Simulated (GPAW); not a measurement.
# HfN (Fm-3m) in GPAW: reference runs

Reference runs on HfN: the cell as given and a disturbed copy.

Everything below comes from runs of GPAW 26.7.0. Logs are shortened: lines on timing, memory, paths and dates and some standing lists are left out, and cuts for length are marked. The log counts tension as positive stress, the text compression.

**1. Starting point**

It takes space group Fm-3m (No. 225, cubic). The conventional cell has a = 4.512 Å, b = 4.512 Å, c = 4.512 Å, α = 90.00°, β = 90.00°, γ = 90.00°. Hf (site symmetry m-3m) is surrounded by 6 N at 2.26 Å. N (site symmetry m-3m) has 6 Hf at 2.26 Å as nearest neighbours.

**2. Single point, PBE**

Contents of run.py:

```python
from ase import Atoms
from ase.dft.bandgap import bandgap
from ase.io import write
from ase.units import GPa
from gpaw import GPAW, PW

atoms = Atoms(['Hf', 'N'],
              cell=[[0.0, 2.256, 2.256],
                    [2.256, 0.0, 2.256],
                    [2.256, 2.256, 0.0]],
              scaled_positions=[[0.0, 0.0, 0.0],
                                [0.5, 0.5, 0.5]],
              pbc=True)

calc = GPAW(mode=PW(800),
            xc='PBE',
            kpts={'size': (10, 10, 10), 'gamma': True},
            occupations={'name': 'fermi-dirac', 'width': 0.05},
            nbands=19,
            convergence={'density': 1e-05, 'energy': 1e-05},
            maxiter=150,
            txt='gpaw.txt')
atoms.calc = calc
energy = atoms.get_potential_energy()
forces = atoms.get_forces()
stress = atoms.get_stress()
calc.write('gs.gpw')
write('result.traj', atoms)
print(f'Energy: {energy:.6f} eV')
print('Forces (eV/A):')
print(forces.round(4))
print('Stress (GPa):', (stress / GPa).round(3))
print('Fermi level:', round(calc.get_fermi_level(), 4), 'eV')
print(f'Gap: {bandgap(calc)[0]:.4f} eV, direct: {bandgap(calc, direct=True)[0]:.4f} eV')
```

Potentials or basis: GPAW PAW data sets (gpaw-data 1.2.1), pw.

Run with:

```bash
OMP_NUM_THREADS=1 python run.py
```

gpaw.txt:

```text
__  _  _
 | _ |_)|_||  |
 |__||  | ||/\| - 26.7.0

Input parameters:
  mode=PW(ecut=800.0),
  convergence={'density': 1e-05, 'energy': 1e-05},
  kpts=MonkhorstPack(size=(10, 10, 10), gamma=True),
  maxiter=150,
  nbands=19,
  occupations=Occupations(name='fermi-dirac', width=0.05),
  xc=XC(name='PBE')

Diagonalizing LCAO Hamiltonian
Converting LCAO to pw mode

              N

       Hf

Atoms  # Å, Bohr magnetons
|   | symbol |        x |        y |        z |    initial magnetic moments |
|---|--------|----------|----------|----------|-----------------------------|
| 0 |     Hf | 0.000000 | 0.000000 | 0.000000 | ( 0.0000,  0.0000,  0.0000) |
| 1 |      N | 2.256000 | 2.256000 | 2.256000 | ( 0.0000,  0.0000,  0.0000) |

Unit cell  # Å
| periodic |        x |        y |        z |  lengths |    angles |
|----------|----------|----------|----------|----------|-----------|
|      yes | 0.000000 | 2.256000 | 2.256000 | 3.190466 | 60.000000 |
|      yes | 2.256000 | 0.000000 | 2.256000 | 3.190466 | 60.000000 |
|      yes | 2.256000 | 2.256000 | 0.000000 | 3.190466 | 60.000000 |

Number of symmetries: 48
Symmetry operations  # r_c * U_cc + t_c -> r_c
|    | kind |            matrix            |
|----|------|------------------------------|
|  0 |  σ   |  1, 0, 0,  1, 0,-1,  1,-1, 0 |
|  1 |  C2  |  1, 0, 0,  1,-1, 0,  1, 0,-1 |
|  2 |  E   |  1, 0, 0,  0, 1, 0,  0, 0, 1 |
|  3 |  σ   |  1, 0, 0,  0, 0, 1,  0, 1, 0 |
|  4 |  C4  |  1, 0,-1,  1, 0, 0,  1,-1, 0 |
|  5 |  S6  |  1, 0,-1,  1,-1, 0,  1, 0, 0 |
|  6 |  σ   |  1, 0,-1,  0, 1,-1,  0, 0,-1 |
|  7 |  C3  |  1, 0,-1,  0, 0,-1,  0, 1,-1 |
|  8 |  S6  |  1,-1, 0,  1, 0, 0,  1, 0,-1 |
|  9 |  C4  |  1,-1, 0,  1, 0,-1,  1, 0, 0 |
| 10 |  C3  |  1,-1, 0,  0,-1, 1,  0,-1, 0 |
| 11 |  σ   |  1,-1, 0,  0,-1, 0,  0,-1, 1 |
| 12 |  σ   |  0, 1, 0,  1, 0, 0,  0, 0, 1 |
| 13 |  C4  |  0, 1, 0,  0, 1,-1, -1, 1, 0 |
| 14 |  C3  |  0, 1, 0,  0, 0, 1,  1, 0, 0 |
| 15 |  S6  |  0, 1, 0, -1, 1, 0,  0, 1,-1 |
| 16 |  C2  |  0, 1,-1,  1, 0,-1,  0, 0,-1 |
| 17 |  σ   |  0, 1,-1,  0, 1, 0, -1, 1, 0 |
| 18 |  S4  |  0, 1,-1,  0, 0,-1,  1, 0,-1 |
| 19 |  C4  |  0, 1,-1, -1, 1, 0,  0, 1, 0 |
| 20 |  C3  |  0, 0, 1,  1, 0, 0,  0, 1, 0 |
| 21 |  σ   |  0, 0, 1,  0, 1, 0,  1, 0, 0 |
| 22 |  S6  |  0, 0, 1,  0,-1, 1, -1, 0, 1 |
| 23 |  C4  |  0, 0, 1, -1, 0, 1,  0,-1, 1 |
| 24 |  S4  |  0, 0,-1,  1, 0,-1,  0, 1,-1 |
| 25 |  C3  |  0, 0,-1,  0, 1,-1,  1, 0,-1 |
| 26 |  C2  |  0, 0,-1,  0,-1, 0, -1, 0, 0 |
| 27 |  S6  |  0, 0,-1, -1, 0, 0,  0,-1, 0 |
| 28 |  S4  |  0,-1, 1,  1,-1, 0,  0,-1, 0 |
| 29 |  C4  |  0,-1, 1,  0, 0, 1, -1, 0, 1 |
| 30 |  C2  |  0,-1, 1,  0,-1, 0,  1,-1, 0 |
| 31 |  σ   |  0,-1, 1, -1, 0, 1,  0, 0, 1 |
| 32 |  C3  |  0,-1, 0,  1,-1, 0,  0,-1, 1 |
| 33 |  S6  |  0,-1, 0,  0, 0,-1, -1, 0, 0 |
| 34 |  S4  |  0,-1, 0,  0,-1, 1,  1,-1, 0 |
| 35 |  C2  |  0,-1, 0, -1, 0, 0,  0, 0,-1 |
| 36 |  C2  | -1, 1, 0,  0, 1, 0,  0, 1,-1 |
| 37 |  S6  | -1, 1, 0,  0, 1,-1,  0, 1, 0 |
| 38 |  S4  | -1, 1, 0, -1, 0, 1, -1, 0, 0 |
| 39 |  C3  | -1, 1, 0, -1, 0, 0, -1, 0, 1 |
| 40 |  S6  | -1, 0, 1,  0, 0, 1,  0,-1, 1 |
| 41 |  C2  | -1, 0, 1,  0,-1, 1,  0, 0, 1 |
| 42 |  C3  | -1, 0, 1, -1, 1, 0, -1, 0, 0 |
| 43 |  S4  | -1, 0, 1, -1, 0, 0, -1, 1, 0 |
| 44 |  C2  | -1, 0, 0,  0, 0,-1,  0,-1, 0 |
| 45 |  i   | -1, 0, 0,  0,-1, 0,  0, 0,-1 |
| 46 |  σ   | -1, 0, 0, -1, 1, 0, -1, 0, 1 |
| 47 |  C2  | -1, 0, 0, -1, 0, 1, -1, 1, 0 |

BZ-sampling:
  Number of BZ points: 1000
  Number of IBZ points: 47

  Monkhorst-Pack size: [10, 10, 10]
  Monkhorst-Pack shift: [0.05, 0.05, 0.05]

K-points  # in reciprocal-cell coordinates
|     |                                coordinates |     weight |
|-----|--------------------------------------------|------------|
|   0 | (  0.00000000,   0.00000000,   0.00000000) | 0.00100000 |
|   1 | (  0.10000000,   0.10000000,   0.00000000) | 0.00600000 |
|   2 | (  0.10000000,   0.10000000,   0.10000000) | 0.00800000 |
|   3 | (  0.20000000,   0.10000000,   0.10000000) | 0.01200000 |
|   4 | (  0.20000000,   0.20000000,   0.00000000) | 0.00600000 |
|   5 | (  0.20000000,   0.20000000,   0.10000000) | 0.02400000 |
|   6 | (  0.20000000,   0.20000000,   0.20000000) | 0.00800000 |
|   7 | (  0.30000000,   0.20000000,   0.10000000) | 0.02400000 |
|   8 | (  0.30000000,   0.20000000,   0.20000000) | 0.02400000 |
|   9 | (  0.30000000,   0.30000000,   0.00000000) | 0.00600000 |
| ... |                                            |            |
|  46 | (  0.50000000,   0.50000000,   0.50000000) | 0.00400000 |

Plane wave coefficients: 1243
Cutoff: 800.0 eV

Spin-components: 1 (collinear spins)
Bands:           19
Projectors:      11
Spin-degeneracy: 2
Datatype:        complex128

Density:
  Valence electrons: 17.0
  Components: 1
  Grid points: [21 21 21]
  Charge: 0.0  # |e|

Potential:
  Grid points: [21 21 21]

species:
  Hf:
    name:    Hafnium
    Z:       72.0
    valence: 12
    core:    60
    charge:  0.0  # [|e|]
    compensation charges:
      type: gauss
      rc: 0.41  # [Å]
      lmax: 2
    cutoffs:
      filter: 2.36  # [Å]
      core: 4.02  # [Å]
    projectors
    | kind |    occ | energy [eV] | rcut [Å] |
    |------|--------|-------------|----------|
    |   5s |  2.000 |     -66.831 |    1.397 |
    |   6s |  2.000 |      -5.097 |    1.397 |
    |   5p |  6.000 |     -35.599 |    1.307 |
    |   6p |  0.000 |      -1.401 |    1.307 |
    |   5d |  2.000 |      -2.699 |    1.334 |
    |    d |        |      24.513 |    1.334 |

    Using partial waves for Hf as LCAO basis

  N:
    name:    Nitrogen
    Z:       7.0
    valence: 5
    core:    2
    charge:  0.0  # [|e|]
    compensation charges:
      type: gauss
      rc: 0.18  # [Å]
      lmax: 2
    cutoffs:
      filter: 1.11  # [Å]
      core: 0.96  # [Å]
    projectors
    | kind |    occ | energy [eV] | rcut [Å] |
    |------|--------|-------------|----------|
    |   2s |  2.000 |     -18.583 |    0.603 |
    |   2p |  3.000 |      -7.089 |    0.529 |
    |    s |        |       8.629 |    0.603 |
    |    p |        |      20.123 |    0.529 |
    |    d |        |       0.000 |    0.577 |

    Using partial waves for N as LCAO basis

Reference energy: -411367.836780  # eV

eigensolver:
  PPCG
  Converge bands: occupied
  niter=2

density mixing:
  MSR1-Mixer
  Pratt-step length: 0.05
  Maximum mixing coefficient: 0.75
  Old densities: 10
  SVD Regularization: 0.005
  Good broyden scale: 1.0
  Trust region scale: 1.0
  Backstep threshold: 4.0
  History deletion threshold: 6.0
  Fourier metric: weight=20.0, sigma=0.015

occupation numbers:
  Fermi-Dirac:
    width: 0.0500  # eV

poisson solver:
  ecut: 6400.0  # eV

xc functional:
[... 9 lines left out ...]
|iter     | |      energy | eigst |  dens |
|---------|-|-------------|-------|-------|
|iter:   1| |  -21.102568 | +0.03 |       |
|iter:   2| |  -20.553378 | -2.41 | -0.90 |
|iter:   3| |  -19.280258 | -1.49 | -0.96 |
|iter:   4| |  -19.286355 | -3.08 | -1.61 |
|iter:   5| |  -19.294804 | -3.28 | -1.83 |
|iter:   6| |  -19.294634 | -5.21 | -2.92 |
|iter:   7| |  -19.294640 | -6.39 | -3.52 |
|iter:   8| |  -19.294641c| -7.31 | -4.04 |
|iter:   9| |  -19.294641c| -8.38c| -5.00c|

Converged in 9 steps
Energy contributions relative to reference atoms: (reference = -411367.836780)

Energy contributions:
  Kinetic:          24.037358
  Coulomb:         -23.871457
  Zero:             -0.250325
  External:          0.000000
  Xc:              -19.206982
  Entropy:          -0.006469
  Spinorbit:         0.000000
  ----------------------------
  Free energy:     -19.297876
  Extrapolated:    -19.294641

dipole moment: (-16.324383, -16.324383, -16.324383)  # |e|*Ang

Fermi level: 14.013
Eigenvalues  # (at kpt = [0.000, 0.000, 0.000])
| band index |      eig [eV] | occ [0-2] |
|------------|---------------|-----------|
|          0 |       -48.608 |     2.000 |
|        ... |               |           |
|          3 |       -17.205 |     2.000 |
|          4 |        -3.545 |     2.000 |
|          5 |        10.949 |     2.000 |
|          6 |        10.949 |     2.000 |
|          7 |        10.949 |     2.000 |
|          8 |        13.616 |     1.999 |
[... 8 lines left out ...]
|         17 |        38.522 |     0.000 |
|         18 |        40.378 |     0.000 |

No gap
No difference between direct/indirect transitions

Forces  # eV/Ang
|       x |        y |       z |
|---------|----------|---------|
| 0.00000 | -0.00000 | 0.00000 |  # Hf   0
| 0.00000 |  0.00000 | 0.00000 |  # N    1

Stress tensor  # eV/Ang^3
|         x |         y |         z |
|-----------|-----------|-----------|
| -0.041932 | -0.000000 | -0.000000 |
| -0.000000 | -0.041932 |  0.000000 |
| -0.000000 |  0.000000 | -0.041932 |

# Writing to gs.gpw (mode='')
```

It took 18 s on 1 thread of Intel Xeon Platinum 8375C at 2.90GHz (Ice Lake), shared host; peak memory 0.16 GiB.

What came out:

```yaml
Free_energy: -19.2979 eV
Pressure: 6.7 GPa
Band_gap_on_the_k_mesh: none (metal or under the smearing width)
```

**3. Single point, PBE (atoms moved at random, drawn with an rms of 0.05 Å)**

Changes to run.py since step 2:

```diff
@@ -1,4 +1,3 @@
-from ase import Atoms
 from ase.dft.bandgap import bandgap
-from ase.io import write
+from ase.io import read, write
 from ase.units import GPa
@@ -6,9 +5,3 @@
 
-atoms = Atoms(['Hf', 'N'],
-              cell=[[0.0, 2.256, 2.256],
-                    [2.256, 0.0, 2.256],
-                    [2.256, 2.256, 0.0]],
-              scaled_positions=[[0.0, 0.0, 0.0],
-                                [0.5, 0.5, 0.5]],
-              pbc=True)
+atoms = read('HfN.xyz')
```

Contents of HfN.xyz:

```xyz
2
Lattice="0.0000000000 2.2560000000 2.2560000000 2.2560000000 0.0000000000 2.2560000000 2.2560000000 2.2560000000 0.0000000000" Properties=species:S:1:pos:R:3 pbc="T T T"
Hf    -0.0045841920      0.0271351680      0.0836885760
N      2.2932262560      2.2570445280      2.2326819840
```

Potentials or basis: GPAW PAW data sets (gpaw-data 1.2.1), pw.

Run with:

```bash
OMP_NUM_THREADS=1 python run.py
```

gpaw.txt:

```text
__  _  _
 | _ |_)|_||  |
 |__||  | ||/\| - 26.7.0

Input parameters:
  mode=PW(ecut=800.0),
  convergence={'density': 1e-05, 'energy': 1e-05},
  kpts=MonkhorstPack(size=(10, 10, 10), gamma=True),
  maxiter=150,
  nbands=19,
  occupations=Occupations(name='fermi-dirac', width=0.05),
  xc=XC(name='PBE')

Diagonalizing LCAO Hamiltonian
Converting LCAO to pw mode

              N

       Hf

Atoms  # Å, Bohr magnetons
|   | symbol |         x |        y |        z |    initial magnetic moments |
|---|--------|-----------|----------|----------|-----------------------------|
| 0 |     Hf | -0.004584 | 0.027135 | 0.083689 | ( 0.0000,  0.0000,  0.0000) |
| 1 |      N |  2.293226 | 2.257045 | 2.232682 | ( 0.0000,  0.0000,  0.0000) |

Unit cell  # Å
| periodic |        x |        y |        z |  lengths |    angles |
|----------|----------|----------|----------|----------|-----------|
|      yes | 0.000000 | 2.256000 | 2.256000 | 3.190466 | 60.000000 |
[... 146 lines left out ...]
|iter:   9| |  -19.209396c| -8.60c| -5.12c|

Converged in 9 steps
Energy contributions relative to reference atoms: (reference = -411367.836780)

Energy contributions:
  Kinetic:          25.171359
  Coulomb:         -24.793825
  Zero:             -0.248452
  External:          0.000000
  Xc:              -19.335811
  Entropy:          -0.005333
  Spinorbit:         0.000000
  ----------------------------
  Free energy:     -19.212063
  Extrapolated:    -19.209396

dipole moment: (-0.052299, 0.282031, -15.448315)  # |e|*Ang

Fermi level: 14.025
Eigenvalues  # (at kpt = [0.000, 0.000, 0.000])
| band index |      eig [eV] | occ [0-2] |
|------------|---------------|-----------|
|          0 |       -48.592 |     2.000 |
|        ... |               |           |
|          3 |       -17.189 |     2.000 |
|          4 |        -3.543 |     2.000 |
|          5 |        10.710 |     2.000 |
|          6 |        10.742 |     2.000 |
|          7 |        10.773 |     2.000 |
|          8 |        13.628 |     1.999 |
[... 8 lines left out ...]
|         17 |        38.547 |     0.000 |
|         18 |        40.123 |     0.000 |

No gap
No difference between direct/indirect transitions

Forces  # eV/Ang
|        x |        y |        z |
|----------|----------|----------|
|  0.51763 | -0.32431 | -1.34227 |  # Hf   0
| -0.51764 |  0.32430 |  1.34208 |  # N    1

Stress tensor  # eV/Ang^3
|         x |         y |         z |
|-----------|-----------|-----------|
| -0.046701 | -0.000636 | -0.003325 |
| -0.000636 | -0.044130 |  0.002142 |
| -0.003325 |  0.002142 | -0.071428 |

# Writing to gs.gpw (mode='')
```

stdout:

```text
Energy: -19.209396 eV
Forces (eV/A):
[[ 0.5176 -0.3243 -1.3423]
 [-0.5176  0.3243  1.3421]]
Stress (GPa): [ -7.482  -7.07  -11.444   0.343  -0.533  -0.102]
Fermi level: 14.0253 eV
Gap: 0.0000 eV, direct: 0.0000 eV
```

Run time: 6.2 min. Hardware: 1 thread of Arm Neoverse N1, shared host; peak memory 0.46 GiB.

Results:

* Free energy: -19.2121 eV
* Pressure: 8.7 GPa
* Largest force: 1.475 eV/Å
* Band gap on the k mesh: none (metal or under the smearing width)

Forces in eV/Å, atoms in the order of the input:
```
Hf   0.518 -0.324 -1.342
N   -0.518  0.324  1.342
```

The run has no spin-orbit coupling, so splittings on Hf are missing.

**4. Equation of state, PBE**

Contents of run.py:

```python
from ase.eos import EquationOfState
from ase.io import Trajectory, read
from ase.units import GPa
from gpaw import GPAW, PW

atoms = read('POSCAR')

traj = Trajectory('eos.traj', 'w')
volumes, energies = [], []
for x in [0.94, 0.96, 0.98, 1.0, 1.02, 1.04, 1.06]:
    a = atoms.copy()
    a.set_cell(atoms.cell * x**(1 / 3), scale_atoms=True)
    calc = GPAW(mode=PW(800),
                xc='PBE',
                kpts={'size': (10, 10, 10), 'gamma': True},
                occupations={'name': 'fermi-dirac', 'width': 0.05},
                nbands=19,
                convergence={'density': 1e-05, 'energy': 1e-05},
                maxiter=150,
                txt=f'eos-{x:.2f}.txt')
    a.calc = calc
    energies.append(a.get_potential_energy(force_consistent=True))
    volumes.append(a.get_volume())
    p = -a.get_stress()[:3].mean() / GPa
    calc.write(f'eos-{x:.2f}.gpw')
    traj.write(a)
    print(f'{x:.2f} {volumes[-1]:10.4f} A^3 {energies[-1]:14.6f} eV {p:9.3f} GPa', flush=True)

v0, e0, B = EquationOfState(volumes, energies, eos='birchmurnaghan').fit()
print(f'V0 = {v0:.4f} A^3, E0 = {e0:.6f} eV, B0 = {B / GPa:.2f} GPa')
```

Contents of POSCAR:

```
HfN
1.0
    0.0000000000      2.2560000000      2.2560000000
    2.2560000000      0.0000000000      2.2560000000
    2.2560000000      2.2560000000      0.0000000000
Hf N
1 1
Direct
    0.0000000000      0.0000000000      0.0000000000
    0.5000000000      0.5000000000      0.5000000000
```

Potentials or basis: GPAW PAW data sets (gpaw-data 1.2.1), pw.

Run with:

```bash
OMP_NUM_THREADS=1 python run.py
```

The log of the run:

```text
__  _  _
 | _ |_)|_||  |
 |__||  | ||/\| - 26.7.0

Input parameters:
  mode=PW(ecut=800.0),
  convergence={'density': 1e-05, 'energy': 1e-05},
  kpts=MonkhorstPack(size=(10, 10, 10), gamma=True),
  maxiter=150,
  nbands=19,
  occupations=Occupations(name='fermi-dirac', width=0.05),
  xc=XC(name='PBE')

Diagonalizing LCAO Hamiltonian
Converting LCAO to pw mode

              N

       Hf

Atoms  # Å, Bohr magnetons
|   | symbol |        x |        y |        z |    initial magnetic moments |
|---|--------|----------|----------|----------|-----------------------------|
| 0 |     Hf | 0.000000 | 0.000000 | 0.000000 | ( 0.0000,  0.0000,  0.0000) |
| 1 |      N | 2.209946 | 2.209946 | 2.209946 | ( 0.0000,  0.0000,  0.0000) |

Unit cell  # Å
| periodic |        x |        y |        z |  lengths |    angles |
|----------|----------|----------|----------|----------|-----------|
|      yes | 0.000000 | 2.209946 | 2.209946 | 3.125336 | 60.000000 |
|      yes | 2.209946 | 0.000000 | 2.209946 | 3.125336 | 60.000000 |
|      yes | 2.209946 | 2.209946 | 0.000000 | 3.125336 | 60.000000 |

Number of symmetries: 48
Symmetry operations  # r_c * U_cc + t_c -> r_c
|    | kind |            matrix            |
|----|------|------------------------------|
|  0 |  σ   |  1, 0, 0,  1, 0,-1,  1,-1, 0 |
|  1 |  C2  |  1, 0, 0,  1,-1, 0,  1, 0,-1 |
|  2 |  E   |  1, 0, 0,  0, 1, 0,  0, 0, 1 |
|  3 |  σ   |  1, 0, 0,  0, 0, 1,  0, 1, 0 |
|  4 |  C4  |  1, 0,-1,  1, 0, 0,  1,-1, 0 |
|  5 |  S6  |  1, 0,-1,  1,-1, 0,  1, 0, 0 |
|  6 |  σ   |  1, 0,-1,  0, 1,-1,  0, 0,-1 |
|  7 |  C3  |  1, 0,-1,  0, 0,-1,  0, 1,-1 |
|  8 |  S6  |  1,-1, 0,  1, 0, 0,  1, 0,-1 |
|  9 |  C4  |  1,-1, 0,  1, 0,-1,  1, 0, 0 |
[... 138 lines left out ...]
  MSR1-Mixer
  Pratt-step length: 0.05
  Maximum mixing coefficient: 0.75
  Old densities: 10
  SVD Regularization: 0.005
  Good broyden scale: 1.0
  Trust region scale: 1.0
  Backstep threshold: 4.0
  History deletion threshold: 6.0
  Fourier metric: weight=20.0, sigma=0.015

occupation numbers:
  Fermi-Dirac:
    width: 0.0500  # eV

poisson solver:
  ecut: 6400.0  # eV

xc functional:
[... 9 lines left out ...]
|iter     | |      energy | eigst |  dens |
|---------|-|-------------|-------|-------|
|iter:   1| |  -20.986840 | +0.08 |       |
|iter:   2| |  -20.437214 | -2.41 | -0.90 |
|iter:   3| |  -19.126869 | -1.46 | -0.97 |
|iter:   4| |  -19.136003 | -3.11 | -1.63 |
|iter:   5| |  -19.145713 | -3.41 | -1.85 |
|iter:   6| |  -19.145575 | -5.40 | -2.97 |
|iter:   7| |  -19.145579c| -6.49 | -3.57 |
|iter:   8| |  -19.145579c| -7.43c| -4.10 |
|iter:   9| |  -19.145579c| -8.42c| -5.05c|

Converged in 9 steps
Energy contributions relative to reference atoms: (reference = -411367.836780)

Energy contributions:
  Kinetic:          36.468980
  Coulomb:         -34.229325
  Zero:             -0.227548
  External:          0.000000
  Xc:              -21.154603
  Entropy:          -0.006166
  Spinorbit:         0.000000
  ----------------------------
  Free energy:     -19.148662
  Extrapolated:    -19.145579

dipole moment: (-15.970448, -15.970448, -15.970448)  # |e|*Ang

Fermi level: 14.932
Eigenvalues  # (at kpt = [0.000, 0.000, 0.000])
| band index |      eig [eV] | occ [0-2] |
|------------|---------------|-----------|
|          0 |       -47.473 |     2.000 |
|        ... |               |           |
|          3 |       -16.048 |     2.000 |
|          4 |        -2.990 |     2.000 |
|          5 |        11.800 |     2.000 |
|          6 |        11.800 |     2.000 |
|          7 |        11.800 |     2.000 |
|          8 |        14.491 |     2.000 |
[... 8 lines left out ...]
|         17 |        40.765 |     0.000 |
|         18 |        42.664 |     0.000 |

No gap
No difference between direct/indirect transitions

Stress tensor  # eV/Ang^3
|         x |         y |         z |
|-----------|-----------|-----------|
| -0.174012 |  0.000000 |  0.000000 |
|  0.000000 | -0.174012 |  0.000000 |
|  0.000000 |  0.000000 | -0.174012 |

# Writing to eos-0.94.gpw (mode='')
```

It took 4.6 min on 1 thread of Arm Neoverse N1, shared host; peak memory 0.26 GiB.

What came out:

```yaml
Equilibrium_volume: 11.78 Å³/atom
Bulk_modulus: 268 GPa
Pressure_derivative_of_the_bulk_modulus: 4.4
```

Energy against volume, from the lowest point:
```
volume (Å³/atom)  energy (meV/atom)
          10.793              80.86
          11.023              45.66
          11.252              21.17
          11.482               6.25
          11.712               0.00
          11.941               1.35
          12.171               9.83
```

Spin-orbit coupling is left out, which matters for the levels of Hf. Zero-point motion and thermal expansion aren't in these numbers.

**5. Overview**

| task | cell | gap on the mesh (eV) | pressure (GPa) |
| --- | --- | --- | --- |
| single point | as given | none | 6.7 |
| single point | atoms moved at random, drawn with an rms of 0.05 Å | none | 8.7 |
| equation of state | as given | - | - |

Alike in all rows: level PBE; potentials or basis GPAW PAW data sets (gpaw-data 1.2.1), pw; no spin polarisation; k mesh 10 × 10 × 10; cutoff (eV) 800; smearing fermi-dirac 0.05 eV.

Absolute energies hang on the potentials; compare differences alone.
